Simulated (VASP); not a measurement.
# BAs (F-43m) in VASP: a series of runs

Aim: see how the results for BAs move with the level of theory and the settings. Levels: PBEsol, LDA. Tasks: relaxation of cell and atoms.

Program: VASP 6.6.1. These are calculated values, not measurements. Logs are shortened: lines on timing, memory, paths and dates and some standing lists are left out, and cuts for length are marked.

### Step 1. The structure

It takes space group F-43m (No. 216, cubic). The conventional cell has a = 4.777 Å, b = 4.777 Å, c = 4.777 Å, α = 90.00°, β = 90.00°, γ = 90.00°. B (site symmetry -43m) is surrounded by 4 As at 2.07 Å. Around As (site symmetry -43m) lie 4 B at 2.07 Å.

### Step 2. Relaxation of cell and atoms, PBEsol

INCAR

```
SYSTEM = BAs
PREC = Accurate ; ENCUT = 600
EDIFF = 1E-6 ; ISMEAR = 0
SIGMA = 0.03 ; LREAL = .False.
LASPH = .True. ; NELM = 80
ALGO = Normal ; ISIF = 3
LWAVE = .False. ; LCHARG = .False.
GGA = PS ; IBRION = 2
NSW = 90 ; EDIFFG = -0.01
```

KPOINTS

```
Automatic mesh
0
Gamma
  10 10 10
  0 0 0
```

POSCAR

```
BAs
1.0
    0.0000000000      2.3885000000      2.3885000000
    2.3885000000      0.0000000000      2.3885000000
    2.3885000000      2.3885000000      0.0000000000
B As
1 1
Direct
    0.0000000000      0.0000000000      0.0000000000
    0.2500000000      0.2500000000      0.2500000000
```

Potentials or basis: VASP PAW PBE potentials, release 64 (B, As).

Run with:

```bash
$ cat potpaw_PBE.64/B/POTCAR potpaw_PBE.64/As/POTCAR > POTCAR
$ mpirun -np 1 vasp_std > vasp.out
```

OUTCAR:

```text
SYSTEM = BAs
   PREC = Accurate
   ENCUT = 600
   EDIFF = 1E-6
   ISMEAR = 0
   LREAL = .False.
   LASPH = .True.
   NELM = 80
   ISIF = 3
   GGA = PS
   IBRION = 2
   NSW = 90
   EDIFFG = -0.01

 ion  position               nearest neighbor table
   1  0.000  0.000  0.000-   2 2.07   2 2.07   2 2.07   2 2.07
   2  0.250  0.250  0.250-   1 2.07   1 2.07   1 2.07   1 2.07

  LATTYP: Found a face centered cubic cell.
 ALAT       =     4.7770000000

  Lattice vectors:

 A1 = (   0.0000000000,   2.3885000000,   2.3885000000)
 A2 = (   2.3885000000,   0.0000000000,   2.3885000000)
 A3 = (   2.3885000000,   2.3885000000,   0.0000000000)

Analysis of symmetry for initial positions (statically):
=====================================================================
 Subroutine PRICEL returns:
 Original cell was already a primitive cell.

 Routine SETGRP: Setting up the symmetry group for a
 face centered cubic supercell.

 Subroutine GETGRP returns: Found 24 space group operations
 (whereof 24 operations were pure point group operations)
 out of a pool of 48 trial point group operations.

The static configuration has the point symmetry T_d .

Analysis of symmetry for dynamics (positions and initial velocities):
=====================================================================
 Subroutine PRICEL returns:
 Original cell was already a primitive cell.

 Routine SETGRP: Setting up the symmetry group for a
 face centered cubic supercell.

 Subroutine GETGRP returns: Found 24 space group operations
 (whereof 24 operations were pure point group operations)
 out of a pool of 48 trial point group operations.

The dynamic configuration has the point symmetry T_d .

 Subroutine INISYM returns: Found 24 space group operations
 (whereof 24 operations are pure point group operations),
 and found     1 'primitive' translations

----------------------------------------------------------------------------------------

                                     Primitive cell

  volume of cell :      27.2525

  direct lattice vectors                    reciprocal lattice vectors
     0.000000000  2.388500000  2.388500000    -0.209336404  0.209336404  0.209336404
     2.388500000  0.000000000  2.388500000     0.209336404 -0.209336404  0.209336404
     2.388500000  2.388500000  0.000000000     0.209336404  0.209336404 -0.209336404

  length of vectors
     3.377849094  3.377849094  3.377849094     0.362581287  0.362581287  0.362581287

  position of ions in fractional coordinates (direct lattice)
     0.000000000  0.000000000  0.000000000
     0.250000000  0.250000000  0.250000000

  ion indices of the primitive-cell ions
   primitive index   ion index
                 1           1
                 2           2

----------------------------------------------------------------------------------------

 KPOINTS: Automatic mesh

Automatic generation of k-mesh.
 Grid dimensions read from file:
 generate k-points for:   10   10   10

 Generating k-lattice:

  Cartesian coordinates                     Fractional coordinates (reciprocal lattice)
    -0.020933640  0.020933640  0.020933640     0.100000000  0.000000000  0.000000000
     0.020933640 -0.020933640  0.020933640     0.000000000  0.100000000  0.000000000
     0.020933640  0.020933640 -0.020933640     0.000000000  0.000000000  0.100000000

  Length of vectors
     0.036258129  0.036258129  0.036258129

  Shift w.r.t. Gamma in fractional coordinates (k-lattice)
     0.000000000  0.000000000  0.000000000

 Subroutine IBZKPT returns following result:
 ===========================================

 Found     47 irreducible k-points:

 Following reciprocal coordinates:
            Coordinates               Weight
  0.000000  0.000000  0.000000      1.000000
  0.100000  0.000000  0.000000      8.000000
  0.200000  0.000000  0.000000      8.000000
  0.300000  0.000000  0.000000      8.000000
  0.400000  0.000000  0.000000      8.000000
  0.500000  0.000000  0.000000      4.000000
[... 16 lines left out ...]
  0.300000  0.300000  0.000000      6.000000
  0.400000  0.300000  0.000000     24.000000
 [... further k-points ...]
   k-points           NKPTS =     47   k-points in BZ     NKDIM =     47   number of bands    NBANDS=      8
   number of dos      NEDOS =    301   number of ions     NIONS =      2
   total plane-waves  NPLWV =  21952
   dimension x,y,z NGX =    28 NGY =   28 NGZ =   28
   dimension x,y,z NGXF=    56 NGYF=   56 NGZF=   56
   ions per type =               1   1
   NGX,Y,Z   is equivalent  to a cutoff of  13.78, 13.78, 13.78 a.u.
   NGXF,Y,Z  is equivalent  to a cutoff of  27.56, 27.56, 27.56 a.u.
 SYSTEM =  BAs
   PREC   = accura    normal or accurate (medium, high low for compatibility)
   ISTART =      0    job   : 0-new  1-cont  2-samecut
   ICHARG =      2    charge: 1-file 2-atom 10-const
   ISPIN  =      1    spin polarized calculation?
   LNONCOLLINEAR =      F non collinear calculations
[... 66 lines left out ...]
      4       6.0435      2.00000
      5       9.2834      0.00000
      6       9.2834      0.00000
      7       9.2834      0.00000
      8      10.7256      0.00000

 k-point     2 :       0.1000    0.0000    0.0000
  band No.  band energies     occupation
      1      -9.2285      2.00000
      2       4.6380      2.00000
      3       5.7388      2.00000
      4       5.7388      2.00000
      5       9.4290      0.00000
      6       9.6839      0.00000
      7       9.6839      0.00000
      8      11.5940      0.00000

 k-point     3 :       0.2000    0.0000    0.0000
  band No.  band energies     occupation
      1      -8.7430      2.00000
      2       2.2614      2.00000
      3       5.1608      2.00000
      4       5.1608      2.00000
      5       9.2120      0.00000
      6      10.4018      0.00000
      7      10.4018      0.00000
      8      13.1921      0.00000

 k-point     4 :       0.3000    0.0000    0.0000
  band No.  band energies     occupation
      1      -7.9725      2.00000
      2      -0.0391      2.00000
      3       4.6515      2.00000
      4       4.6515      2.00000
      5       8.9404      0.00000
      6      10.7957      0.00000
      7      10.7957      0.00000
      8      14.4120      0.00000

 k-point     5 :       0.4000    0.0000    0.0000
  band No.  band energies     occupation
      1      -7.0493      2.00000
      2      -1.9226      2.00000
      3       4.3252      2.00000
      4       4.3252      2.00000
      5       8.7592      0.00000
      6      10.8119      0.00000
      7      10.8119      0.00000
      8      14.7640      0.00000

 k-point     6 :       0.5000    0.0000    0.0000
  band No.  band energies     occupation
      1      -6.5086      2.00000
      2      -2.7890      2.00000
      3       4.2143      2.00000
      4       4.2143      2.00000
      5       8.6977      0.00000
      6      10.7698      0.00000
      7      10.7698      0.00000
      8      14.7493      0.00000

 k-point     7 :       0.1000    0.1000    0.0000
  band No.  band energies     occupation
      1      -9.1735      2.00000
      2       5.0488      2.00000
      3       5.2004      2.00000
      4       5.2004      2.00000
      5       8.7640      0.00000
      6      10.3626      0.00000
      7      10.3626      0.00000
      8      11.4819      0.00000
[... 133 lines left out ...]
 k-point    20 :      -0.4000    0.2000    0.0000
  band No.  band energies     occupation
      1      -6.0899      2.00000
      2      -2.2303      2.00000
      3       1.4621      2.00000
      4       3.5218      2.00000
      5       9.0413      0.00000
      6      12.1065      0.00000
      7      12.5051      0.00000
      8      15.0626      0.00000

 k-point    21 :      -0.3000    0.2000    0.0000
  band No.  band energies     occupation
      1      -6.8366      2.00000
      2      -1.0202      2.00000
      3       1.3877      2.00000
      4       4.0779      2.00000
      5       9.5074      0.00000
      6      11.9457      0.00000
      7      12.1879      0.00000
      8      14.1060      0.00000

 k-point    22 :      -0.2000    0.2000    0.0000
  band No.  band energies     occupation
      1      -7.7085      2.00000
      2       0.5580      2.00000
      3       1.9319      2.00000
      4       4.7443      2.00000
      5       9.9359      0.00000
      6      11.1291      0.00000
      7      11.9919      0.00000
      8      12.9793      0.00000

 k-point    23 :       0.3000    0.3000    0.0000
  band No.  band energies     occupation
      1      -7.4729      2.00000
      2       0.8307      2.00000
      3       2.8321      2.00000
      4       2.8321      2.00000
      5       7.3519      0.00000
      6       9.5939      0.00000
      7      14.4727      0.00000
      8      14.4727      0.00000

 k-point    24 :       0.4000    0.3000    0.0000
  band No.  band energies     occupation
      1      -6.7432      2.00000
      2      -0.4168      2.00000
      3       2.0341      2.00000
      4       2.5345      2.00000
      5       7.6502      0.00000
      6       9.3358      0.00000
      7      14.8455      0.00000
      8      15.0845      0.00000

 [... further k-points ...]
[... 5 lines left out ...]
  --------------------------------------------------------------------------------------
  -------------------------------------------------------------------------------------
  Total        0.0088480      0.0088480      0.0088480     -0.0000000      0.0000000     -0.0000000
  in kB        0.5201743      0.5201743      0.5201743     -0.0000000      0.0000000     -0.0000000
  external PRESSURE =       0.5201743 kB  Pullay stress =       0.0000000 kB

 VOLUME and BASIS-vectors are now :
 -----------------------------------------------------------------------------
  energy-cutoff  :      600.00
  volume of cell :       27.25
      direct lattice vectors                 reciprocal lattice vectors
     0.000000000  2.388500000  2.388500000    -0.209336404  0.209336404  0.209336404
     2.388500000  0.000000000  2.388500000     0.209336404 -0.209336404  0.209336404
     2.388500000  2.388500000  0.000000000     0.209336404  0.209336404 -0.209336404

 POSITION                                       TOTAL-FORCE (eV/Angst)
 -----------------------------------------------------------------------------------
      0.00000      0.00000      0.00000        -0.000000     -0.000000     -0.000000
      1.19425      1.19425      1.19425         0.000000      0.000000      0.000000
 -----------------------------------------------------------------------------------
    total drift:                               -0.000000     -0.000000     -0.000000

  FREE ENERGIE OF THE ION-ELECTRON SYSTEM (eV)
  ---------------------------------------------------
  free  energy   TOTEN  =       -12.2047774986 eV

  energy  without entropy=      -12.2047774986  energy(sigma->0) =      -12.20477750

 reached required accuracy - stopping structural energy minimisation
```

Run time: 8.4 s. Hardware: 1 thread of Intel Xeon Platinum 8375C at 2.90GHz (Ice Lake), shared host; peak memory 0.16 GiB.

What came out:

* Free energy: -12.2048 eV
* Pressure after relaxing: 0.1 GPa
* Band gap on the k mesh: 1.08 eV, indirect (least direct gap 3.24 eV)

Final structure:
```
B As
1.0
     0.00000    2.38850    2.38850
     2.38850    0.00000    2.38850
     2.38850    2.38850    0.00000
B As
1 1
Direct
  0.00000 0.00000 0.00000
  0.25000 0.25000 0.25000
```

Caveat: the relaxation stopped at its first step, so nothing moved; the PAW data sets were made with another functional, which shifts forces and pressure a little. As with any semilocal functional, this PBEsol gap is likely too small.

### Step 3. Relaxation of cell and atoms, PBEsol

INCAR

```
SYSTEM = BAs
PREC = Accurate ; ENCUT = 600
EDIFF = 1E-7 ; ISMEAR = 0
SIGMA = 0.03 ; LREAL = .False.
LASPH = .True. ; NELM = 80
ALGO = Normal ; ISIF = 3
LWAVE = .False. ; LCHARG = .False.
GGA = PS ; IBRION = 2
NSW = 90 ; EDIFFG = -0.005
```

KPOINTS is that of step 2.

POSCAR

```
BAs                                     
1.0
    0.0000000000      2.3885000000      2.3885000000
    2.3885000000      0.0000000000      2.3885000000
    2.3885000000      2.3885000000      0.0000000000
  B               As            
     1     1
Direct
     0.0000000000000000    0.0000000000000000    0.0000000000000000
     0.2500000000000000    0.2500000000000000    0.2500000000000000
```

Potentials or basis: VASP PAW PBE potentials, release 64 (B, As).

Run with:

```bash
$ cat potpaw_PBE.64/B/POTCAR potpaw_PBE.64/As/POTCAR > POTCAR
$ mpirun -np 1 vasp_std > vasp.out
```

Run time: 9.3 s. Hardware: 1 thread of Intel Xeon Platinum 8375C at 2.90GHz (Ice Lake), shared host; peak memory 0.16 GiB.

It converged, with:

- Free energy: -12.2048 eV
- Pressure after relaxing: 0.1 GPa
- Band gap on the k mesh: 1.08 eV, indirect (least direct gap 3.24 eV)

Final structure:
```
B As
1.0
     0.00000    2.38850    2.38850
     2.38850    0.00000    2.38850
     2.38850    2.38850    0.00000
B As
1 1
Direct
  0.00000 0.00000 0.00000
  0.25000 0.25000 0.25000
```

Levels at points of the mesh, in eV from the valence-band top:
```csv
k point,band 1,band 2,band 3,band 4,band 5,band 6,band 7,band 8
"(0.00, 0.00, 0.00)",-15.44,0.00,0.00,0.00,3.24,3.24,3.24,4.68
"(0.50, 0.00, 0.00)",-12.55,-8.83,-1.83,-1.83,2.65,4.73,4.73,8.71
"(0.50, 0.50, 0.00)",-11.24,-8.53,-4.11,-4.11,1.31,1.34,11.34,11.34
```

Caveat: the relaxation stopped at its first step, so nothing moved; the PAW data sets were made with another functional, which shifts forces and pressure a little. A hybrid or GW would open this gap; PBEsol tends to underestimate it.

### Step 4. Relaxation of cell and atoms, LDA

INCAR

```
SYSTEM = BAs
PREC = Accurate ; ENCUT = 600
EDIFF = 1E-6 ; ISMEAR = 0
SIGMA = 0.03 ; LREAL = .False.
LASPH = .True. ; NELM = 80
ALGO = Normal ; ISIF = 3
LWAVE = .False. ; LCHARG = .False.
IBRION = 2 ; NSW = 90
EDIFFG = -0.01
```

KPOINTS is that of step 3.

POSCAR

```
BAs
1.0
    0.0000000000      2.3885000000      2.3885000000
    2.3885000000      0.0000000000      2.3885000000
    2.3885000000      2.3885000000      0.0000000000
B As
1 1
Direct
    0.0000000000      0.0000000000      0.0000000000
    0.2500000000      0.2500000000      0.2500000000
```

Potentials or basis: VASP PAW LDA potentials, release 64 (B, As).

Run with:

```bash
$ cat potpaw_LDA.64/B/POTCAR potpaw_LDA.64/As/POTCAR > POTCAR
$ mpirun -np 1 vasp_std > vasp.out
```

It took 40 s on 1 thread of AMD EPYC 7R43 (Zen 3), shared host; peak memory 0.12 GiB.

The run converged. Its results:

```yaml
Free_energy: -12.9275 eV
Relaxed_volume: 13.33 Å³/atom
Relaxed_cell: a = 3.353 Å, b = 3.353 Å, c = 3.353 Å, α = 60.00°, β = 60.00°, γ = 60.00°
Space_group_after_relaxing_to_0.05_Å: F-43m (No. 216)
Energy_gained_by_relaxing: 2.9 meV/atom
Ionic_steps: 3
Pressure_after_relaxing: 0.0 GPa
Band_gap_on_the_k_mesh: 1.10 eV, indirect (least direct gap 3.28 eV)
```

Step by step:
```
step  energy change (eV)  largest force (eV/Å)  pressure (GPa)  volume (Å³)
   1              0.0000                0.0000           -3.09        27.25
   2             -0.0025                0.0000            2.51        26.23
   3             -0.0058                0.0000           -0.01        26.66
```

Final structure:
```cif
data_structure
_symmetry_space_group_name_H-M 'P 1'
_symmetry_Int_Tables_number 1
_cell_length_a 3.3533
_cell_length_b 3.3533
_cell_length_c 3.3533
_cell_angle_alpha 60.000
_cell_angle_beta 60.000
_cell_angle_gamma 60.000
_cell_volume 26.66
loop_
_atom_site_label
_atom_site_type_symbol
_atom_site_fract_x
_atom_site_fract_y
_atom_site_fract_z
_atom_site_occupancy
B1 B 0.00000 0.00000 0.00000 1
As1 As 0.25000 0.25000 0.25000 1
```

Levels at points of the mesh, in eV from the valence-band top:
```csv
k point,band 1,band 2,band 3,band 4,band 5,band 6,band 7,band 8
"(0.00, 0.00, 0.00)",-15.58,0.00,0.00,0.00,3.28,3.28,3.28,4.97
"(0.50, 0.00, 0.00)",-12.64,-8.92,-1.85,-1.85,2.82,4.78,4.78,8.74
"(0.50, 0.50, 0.00)",-11.33,-8.55,-4.17,-4.17,1.32,1.39,11.44,11.44
```

### Step 5. Relaxation of cell and atoms, LDA

This run uses another cell than the first one, of 13.33 Å³/atom, 0.978 times its volume.

INCAR

```
SYSTEM = BAs
PREC = Accurate ; ENCUT = 600
EDIFF = 1E-7 ; ISMEAR = 0
SIGMA = 0.03 ; LREAL = .False.
LASPH = .True. ; NELM = 80
ALGO = Normal ; ISIF = 3
LWAVE = .False. ; LCHARG = .False.
IBRION = 2 ; NSW = 90
EDIFFG = -0.005
```

KPOINTS is that of step 4.

POSCAR

```
BAs                                     
1.0
   -0.0000000000      2.3711456976      2.3711456976
    2.3711456976     -0.0000000000      2.3711456976
    2.3711456976      2.3711456976      0.0000000000
  B               As            
     1     1
Direct
     0.0000000000000000    0.0000000000000000    0.0000000000000000
     0.2500000000000000    0.2500000000000000    0.2500000000000000
```

Run with:

```bash
$ cat potpaw_LDA.64/B/POTCAR potpaw_LDA.64/As/POTCAR > POTCAR
$ mpirun -np 1 vasp_std > vasp.out
```

Run time: 21 s. Hardware: 1 thread of AMD EPYC 7R43 (Zen 3), shared host; peak memory 0.11 GiB.

Results (log left out):

| Quantity | Value |
| --- | --- |
| Free energy | -12.9274 eV |
| Pressure after relaxing | 0.0 GPa |
| Band gap on the k mesh | 1.10 eV, indirect (least direct gap 3.28 eV) |

Final structure:
```xyz
2
Lattice="0.0000 2.3711 2.3711 2.3711 0.0000 2.3711 2.3711 2.3711 0.0000" Properties=species:S:1:pos:R:3 pbc="T T T"
B     0.0000    0.0000    0.0000
As    1.1856    1.1856    1.1856
```

Levels at points of the mesh, in eV from the valence-band top:
```csv
k point,band 1,band 2,band 3,band 4,band 5,band 6,band 7,band 8
"(0.00, 0.00, 0.00)",-15.58,0.00,0.00,0.00,3.28,3.28,3.28,4.97
"(0.50, 0.00, 0.00)",-12.64,-8.92,-1.85,-1.85,2.82,4.78,4.78,8.74
"(0.50, 0.50, 0.00)",-11.33,-8.55,-4.17,-4.17,1.32,1.39,11.44,11.44
```

Caveat: the relaxation stopped at its first step, so nothing moved.
